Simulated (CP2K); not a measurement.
## Sn in CP2K: the effect of functional

The system is Sn.

```
Sn
1.0
     4.57264    0.00000    0.00000
     2.28632    3.96002    0.00000
     2.28632    1.32001    3.73354
Sn
2
Direct
  0.75000 0.75000 0.75000
  0.50000 0.50000 0.50000
```

This isn't the form of Sn at room conditions, which is tetragonal (white tin).

Alike in all runs:

- Program: CP2K 2026.2
- Task: band structure
- Potentials or basis: POTENTIAL_UZH Sn GTH-PBE-q4; TZVP-MOLOPT-PBE-GTH basis
- Density cutoff: 9184 eV
- k mesh: 7 × 7 × 7
- Occupations: fermi-dirac, width 0.05 eV
- Spin: no spin polarisation

One run gave: pressure 5.5 GPa. Which functional did it use?
A. r2SCAN
B. rev-vdW-DF2
C. BLYP
D. LDA
E. PW91

C.

```csv
functional,pressure (GPa)
PBEsol,3.8
PBE,4.2
LDA,3.9
rev-vdW-DF2,4.1
BLYP,5.5
AM05,4.0
r2SCAN,3.5
RPBE,4.4
PW91,4.1
```

Caveats: the basis of atomic orbitals isn't converged, which shifts pressures, moduli and gaps; the potentials were made for another functional, which shifts forces and pressure (some runs).

Not every run made on this cell is shown here.
